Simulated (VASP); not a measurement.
# SnSe2 in VASP: a series of runs, part 2 of 2

VASP 6.6.1. Earlier steps stand in the parts before.

### Step 4. Single point, PBE

This run uses another cell than the first one, of 88.28 Å³/atom, 1.399 times its volume.

The input, INCAR:

```
ALGO = Normal
DIPOL = 0.5 0.5 0.500
EDIFF = 1E-7
ENCUT = 460
GGA = PE
IDIPOL = 3
ISIF = 2
ISMEAR = 0
LASPH = True
LCHARG = False
LDIPOL = True
LREAL = False
LVACPOTAV = True
LVHAR = True
LWAVE = False
NBANDS = 24
NELM = 120
PREC = Accurate
SIGMA = 0.05
```

The input, KPOINTS:

```
k-points
0
Gamma
  7 7 1
```

The input, POSCAR:

```
SnSe2
1.0
    3.8110000000      0.0000000000      0.0000000000
   -1.9055000000      3.3004228100      0.0000000000
    0.0000000000      0.0000000000     21.0557280000
Se Sn
2 1
Direct
    0.6666666667      0.3333333333      0.4274371325
    0.3333333333      0.6666666667      0.5725628675
    0.0000000000      0.0000000000      0.5000000000
```

Potentials or basis: VASP PAW PBE potentials, release 64 (Se, Sn_d).

Started as:

```bash
cat potpaw_PBE.64/Se/POTCAR potpaw_PBE.64/Sn_d/POTCAR > POTCAR
mpirun -np 1 vasp_std > vasp.out
```

OUTCAR:

```text
EDIFF = 1E-7
   ENCUT = 460
   GGA = PE
   ISIF = 2
   ISMEAR = 0
   LASPH = True
   LREAL = False
   NELM = 120
   PREC = Accurate

 Found      8 irreducible k-points:

 Following reciprocal coordinates:
            Coordinates               Weight
  0.000000  0.000000  0.000000      1.000000
  0.142857  0.000000  0.000000      6.000000
  0.285714 -0.000000  0.000000      6.000000
  0.428571 -0.000000  0.000000      6.000000
  0.142857  0.142857  0.000000      6.000000
  0.285714  0.142857  0.000000     12.000000
   k-points           NKPTS =      8   k-points in BZ     NKDIM =      8   number of bands    NBANDS=     24
   number of dos      NEDOS =    301   number of ions     NIONS =      3
   total plane-waves  NPLWV = 117600
   dimension x,y,z NGX =    28 NGY =   28 NGZ =  150
   dimension x,y,z NGXF=    56 NGYF=   56 NGZF=  300
   ions per type =               2   1
   NGX,Y,Z   is equivalent  to a cutoff of  12.21, 12.21, 11.84 a.u.
   NGXF,Y,Z  is equivalent  to a cutoff of  24.43, 24.43, 23.69 a.u.
 SYSTEM =  unknown system
   PREC   = accura    normal or accurate (medium, high low for compatibility)
   ISTART =      0    job   : 0-new  1-cont  2-samecut
   ICHARG =      2    charge: 1-file 2-atom 10-const
   ISPIN  =      1    spin polarized calculation?
   LNONCOLLINEAR =      F non collinear calculations
   LSORBIT =      F    spin-orbit coupling
   LASPH  =      T    aspherical Exc in radial PAW
   ENCUT  =  460.0 eV  33.81 Ry    5.81 a.u.   6.66  6.66 36.82*2*pi/ulx,y,z
   NELM   =    120;   NELMIN=  2; NELMDL= -5     # of ELM steps
   EDIFF  = 0.1E-06   stopping-criterion for ELM
   LREAL  =      F    real-space projection
   EDIFFG = 0.1E-05   stopping-criterion for IOM
   NSW    =      0    number of steps for IOM
   IBRION =     -1    ionic relax: 0-MD 1-quasi-New 2-CG
   NFREE  =      0    steps in history (QN), initial steepest desc. (CG)
   ISIF   =      2    stress and relaxation
   ISYM   =      2    0-nonsym 1-usesym 2-fastsym
   POTIM  = 0.5000    time-step for ionic-motion
   TEBEG  =    0.0;   TEEND  =   0.0 temperature during run
   PSTRESS=    0.0 pullay stress
   NELECT =      26.0000    total number of electrons
   NUPDOWN=      -1.0000    fix difference up-down
   EMIN   =  10.00;   EMAX   =-10.00  energy-range for DOS
   EFERMI =   0.00;   METHOD = LEGACY
   ISMEAR =     0;   SIGMA  =   0.05  broadening in eV -4-tet -1-fermi 0-gaus
   EFERMI_NEDOS =   21; number of points for ismear=-14 and -15
   IALGO  =     38    algorithm
   IMIX   =      4    mixing-type and parameters
     AMIX     =   0.40;   BMIX     =  1.00
     AMIX_MAG =   1.60;   BMIX_MAG =  1.00
  volume/ion in A,a.u.               =      88.28       595.74
  Fermi-wavevector in a.u.,A,eV,Ry     =   0.755219  1.427157  7.760165  0.570356
  Thomas-Fermi vector in A             =   1.853064
   LORBIT       =      0    0 simple, 1 ext, 2 COOP (PROOUT), +10 PAW based schemes
   GGA     = PE    functional components
   LHFCALC =     F    Hartree Fock is set to
   AEXX    =    0.0000 exact exchange contribution
   IVDW    =     0    specifies the selected vdW correction
   LEPSILON=     F    determine dielectric tensor
   LRPA    =     F    only Hartree local field effects (RPA)
 non-spin polarized calculation
 Gauss-broadening in eV      SIGMA  =   0.05
  energy-cutoff  :      460.00
  volume of cell :      264.84
 maximum number of plane-waves:      5989
 NGX is ok and might be reduce to    28
   NGX = 13   NGY = 13   NGZ = 73

 number of electron      26.0000005 magnetization

 dipolmoment           0.000000      0.000000     -0.000000 electrons x Angstroem

 Free energy of the ion-electron system (eV)
  ---------------------------------------------------
  ext. energy  EPLUGINS =         0.00000000
  ---------------------------------------------------
  free energy    TOTEN  =       -11.77052344 eV

  energy without entropy =      -11.77052344  energy(sigma->0) =      -11.77052344

 E-fermi :  -2.8824     XC(G=0):  -3.2265

 val. band max:       -3.1480454118   @ k =   0.1429   0.0000   0.0000
 cond. band min:      -2.0880101863   @ k =   0.4286  -0.0000   0.0000
 fundamental gap:      1.0600352255
 Fermi energy:        -2.8823770890

 k-point     1 :       0.0000    0.0000    0.0000
  band No.  band energies     occupation
      1     -24.2692      2.00000
      2     -24.2692      2.00000
      3     -24.2292      2.00000
      4     -24.2152      2.00000
      5     -24.2152      2.00000
      6     -16.8744      2.00000
[... 16 lines left out ...]
     23       5.7142      0.00000
     24       5.7142      0.00000
[... 112 lines left out ...]
      2     -24.2584      2.00000
      3     -24.2294      2.00000
      4     -24.2075      2.00000
      5     -24.1928      2.00000
      6     -15.6295      2.00000
[... 16 lines left out ...]
     23       6.1943      0.00000
     24       6.6117      0.00000

 [... further k-points ...]

------------------------ aborting loop because EDIFF is reached ----------------------------------------

  FORCE on cell =-STRESS in cart. coord.  units (eV):
  Direction    XX          YY          ZZ          XY          YZ          ZX
  --------------------------------------------------------------------------------------
  -------------------------------------------------------------------------------------
  Total        2.1660675      2.1660675      2.6819816      0.0000000      0.0000000      0.0000000
  in kB       13.1039968     13.1039967     16.2251077      0.0000000      0.0000000      0.0000000
  external PRESSURE =      14.1443671 kB  Pullay stress =       0.0000000 kB

 VOLUME and BASIS-vectors are now :
 -----------------------------------------------------------------------------
  energy-cutoff  :      460.00
  volume of cell :      264.84
      direct lattice vectors                 reciprocal lattice vectors
     3.811000000  0.000000000  0.000000000     0.262398321  0.151495741  0.000000000
    -1.905500000  3.300422810  0.000000000     0.000000000  0.302991482  0.000000000
     0.000000000  0.000000000 21.055728000     0.000000000  0.000000000  0.047493015

 POSITION                                       TOTAL-FORCE (eV/Angst)
 -----------------------------------------------------------------------------------
      1.90550      1.10014      9.00000        -0.000000      0.000000     -0.879945
     -0.00000      2.20028     12.05573         0.000000     -0.000000      0.879945
      0.00000      0.00000     10.52786        -0.000000      0.000000      0.000000
 -----------------------------------------------------------------------------------
    total drift:                               -0.000000     -0.000000     -0.000000

  FREE ENERGIE OF THE ION-ELECTRON SYSTEM (eV)
  ---------------------------------------------------
  free  energy   TOTEN  =       -11.7705234394 eV

  energy  without entropy=      -11.7705234394  energy(sigma->0) =      -11.77052344

 vacuum level on the upper side and lower side of the slab         2.944         2.944
```

stdout:

```text
POSCAR found type information on POSCAR SeSn
 POSCAR found :  2 types and       3 ions
 scaLAPACK will be used
 LDA part: xc-table for (Slater+PW92), standard interpolation
 POSCAR, INCAR and KPOINTS ok, starting setup
 FFT: planning ... GRIDC
 FFT: planning ... GRID_SOFT
 FFT: planning ... GRID
 WAVECAR not read
 entering main loop
 -----------------------------------------------------------------------------
|                                                                             |
|           W    W    AA    RRRRR   N    N  II  N    N   GGGG   !!!           |
|           W    W   A  A   R    R  NN   N  II  NN   N  G    G  !!!           |
|           W    W  A    A  R    R  N N  N  II  N N  N  G       !!!           |
|           W WW W  AAAAAA  RRRRR   N  N N  II  N  N N  G  GGG   !            |
|           WW  WW  A    A  R   R   N   NN  II  N   NN  G    G                |
|           W    W  A    A  R    R  N    N  II  N    N   GGGG   !!!           |
|                                                                             |
|     Did not find any points to average over, which means that no vacuum     |
|     field-free region was found. Please increase the size of  your cell     |
|     in the dimension of the dipole correction to obtain accurate            |
|     workfunction values.                                                    |
|                                                                             |
 -----------------------------------------------------------------------------
```

It took 36 s on 1 thread of Intel Xeon 6975P-C (Granite Rapids), shared host; peak memory 0.33 GiB.

The run converged, but some of its settings lie outside the range that counts as converged, so its numbers aren't taken as properties of the slab.

What came out:

```yaml
Free_energy: -11.7705 eV
Largest_force: 0.880 eV/Å
Band_gap_on_the_k_mesh: 1.06 eV, indirect (least direct gap 1.34 eV)
Ionisation_potential_of_the_upper_face: 6.09 eV
```

Caveat: spin-orbit coupling is left out, which moves the levels of the heavy elements.

### Step 5. Single point, PBE

This run uses another cell than the first one, of 75.70 Å³/atom, 1.199 times its volume.

INCAR is that of step 4.

The input, KPOINTS:

```
k-points
0
Gamma
  9 9 1
```

The input, POSCAR:

```
SnSe2
1.0
    3.8110000000      0.0000000000      0.0000000000
   -1.9055000000      3.3004228100      0.0000000000
    0.0000000000      0.0000000000     18.0557280000
Se Sn
2 1
Direct
    0.6666666667      0.3333333333      0.4153806482
    0.3333333333      0.6666666667      0.5846193518
    0.0000000000      0.0000000000      0.5000000000
```

Started as:

```bash
cat potpaw_PBE.64/Se/POTCAR potpaw_PBE.64/Sn_d/POTCAR > POTCAR
mpirun -np 1 vasp_std > vasp.out
```

Wall time 40 s (1 thread of Intel Xeon 6975P-C (Granite Rapids), shared host); peak memory 0.31 GiB.

The run converged, but some of its settings lie outside the range that counts as converged, so its numbers aren't taken as properties of the slab.

What came out:

* Free energy: -11.7740 eV
* Largest force: 0.883 eV/Å
* Band gap on the k mesh: 1.03 eV, indirect (least direct gap 1.31 eV)
* Ionisation potential of the upper face: 6.10 eV

Caveat: spin-orbit coupling is left out, which moves the levels of the heavy elements.

### Step 6. Single point, PBE, spin-orbit coupling, no magnetisation

This run uses another cell than the first one, of 25.73 Å³/atom, 0.408 times its volume.

The input, INCAR:

```
  PREC = Accurate
  ENCUT = 750
  EDIFF = 1E-8
  ISMEAR = 0
  SIGMA = 0.02
  LREAL = F
  LASPH = T
  NELM = 100
  ALGO = Normal
  ISIF = 2
  LWAVE = F
  LCHARG = F
  MAGMOM = 0 0 0 0 0 0 0 0 0
  LORBIT = 11
  LSORBIT = T
  GGA_COMPAT = F
  GGA = PE
  NBANDS = 42
```

The input, KPOINTS:

```
Automatic mesh
0
Gamma
  10 10 6
```

The input, POSCAR:

```
SnSe2
1.0
    3.8110000000      0.0000000000      0.0000000000
   -1.9055000000      3.3004228138      0.0000000000
    0.0000000000      0.0000000000      6.1360000000
Sn Se
1 2
Direct
    0.0000000000      0.0000000000      0.0000000000
    0.6666666667      0.3333333333      0.7510000000
    0.3333333333      0.6666666667      0.2490000000
```

Potentials or basis: VASP PAW PBE potentials, release 64 (Sn_d, Se).

Started as:

```bash
cat potpaw_PBE.64/Sn_d/POTCAR potpaw_PBE.64/Se/POTCAR > POTCAR
mpirun -np 1 vasp_ncl > vasp.out
```

It took 14 min on 1 thread of Intel Xeon Platinum 8375C at 2.90GHz (Ice Lake), shared host; peak memory 0.91 GiB.

Results (log left out):

* Free energy: -11.8376 eV
* Pressure: 5.7 GPa
* Largest force: 0.810 eV/Å
* Valence electrons inside the program's atomic spheres: Sn 12.23; Se 3.85

Forces in eV/Å, atoms in the order of the input:
```
Sn   0.000  0.000  0.000
Se   0.000  0.000 -0.810
Se   0.000  0.000  0.810
```

Stress tensor (GPa, compression positive):
```
5.18 0.00 0.00
0.00 5.18 0.00
0.00 0.00 6.68
```

Caveat: this functional lacks dispersion, which binds the layers, so the pressure and a relaxed spacing across them are unreliable.

### Step 7. For comparison

An earlier run on the cell as given: functional PBEsol; potentials or basis VASP PAW PBE potentials, release 64 (Sn_d, Se); cutoff 520 eV; k mesh 8 × 8 × 5; occupations fermi-dirac, width 0.05 eV; no spin polarisation.

- Pressure: 2.6 GPa
- Largest force: 0.622 eV/Å
- Band gap on the k mesh: 0.73 eV, indirect (least direct gap 1.00 eV)
